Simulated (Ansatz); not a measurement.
Two Ansatz runs on Ga

The cell is COD entry 9012723, as deposited and not checked against the literature; nothing was relaxed. The listed cell was then made from it by scaling, straining or moving an atom.

First run: DFT, PBE, all-electron PAW with datasets made for the crystal, scalar-relativistic (Ansatz 0.2.0).

Command: `ansatz run input.yaml --threads 1 --pin off --max-ram 2048MiB --backend cpu --events-out ev --progress --plain --runs-dir out` The run took 16 s on 1 thread of AMD EPYC 7B13 (Zen 3) (shared host), peak memory 0.43 GiB.

```yaml
crystal:
  lattice:
    - [-1.3755827078, 1.3755827078, 2.1838845126]
    - [1.3755827078, -1.3755827078, 2.1838845126]
    - [1.3755827078, 1.3755827078, -2.1838845126]
  atoms:
    - { symbol: Ga, position: [0.0, 0.0, 0.0] }
kpoints:
  mp_grid: { grid: [16, 16, 16] }
scf:
  occupations: { method: fermi_dirac, width: 0.03 }
hamiltonian:
  xc: pbe
  pseudopotentials: { kind: all_electron, datasets: crystal }
output:
  forces: true
  stress: true
  eigenvalues: true
  efg: { contact_densities: true }
```

Result: converged; pressure 9.35 GPa; 9 SCF iterations.

The input is then changed:

```diff
@@ -7,7 +7,8 @@
     - { symbol: Ga, position: [0.0, 0.0, 0.0] }
 kpoints:
-  mp_grid: { grid: [16, 16, 16] }
+  mp_grid: { grid: [11, 11, 11] }
 scf:
   occupations: { method: fermi_dirac, width: 0.03 }
+  n_extra_bands: 16
 hamiltonian:
   xc: pbe
@@ -18,3 +19,5 @@
   eigenvalues: true
   efg: { contact_densities: true }
+basis:
+  xc_grid: 4
```

(1) What does the second run give?

## Answers

(1) It converged; energy at zero smearing +3.7 meV/atom from the first run; pressure 8.99 GPa; 9 SCF iterations. Some of these settings are too coarse for converged properties.
